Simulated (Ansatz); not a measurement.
**Ag in Ansatz: the effect of functional**

Ag:

```xyz
2
Lattice="2.9103 0.0000 0.0000 -1.4552 2.5204 0.0000 0.0000 0.0000 4.7579" Properties=species:S:1:pos:R:3 pbc="T T T"
Ag    1.4552    0.8401    3.5684
Ag    0.0000    1.6803    1.1895
```

This isn't the form of Ag at room conditions, which is fcc.

The cell isn't the ideal one: volume scaled by 0.98.

Alike in all runs:

- Program: Ansatz 0.2.0
- Task: single point
- Potentials or basis: Ansatz PAW
- k mesh: 10 × 10 × 6
- Occupations: fermi-dirac, width 0.05 eV
- Spin: no spin polarisation

```tsv
functional	cutoff	pressure (GPa)
LDA	420 eV (not typed: the program's choice for these potentials)	-8.9
PBEsol	420 eV (not typed: the program's choice for these potentials)	?
r2SCAN	500 eV (not typed: the program's choice for these potentials)	-0.5
```

Problem. What does the run with functional PBEsol give?

Solution. Pressure -4.4 GPa.

Caveats: the PAW data sets come from PBE, with cores solved anew for the run's functional, which leaves a small shift of forces and pressure.
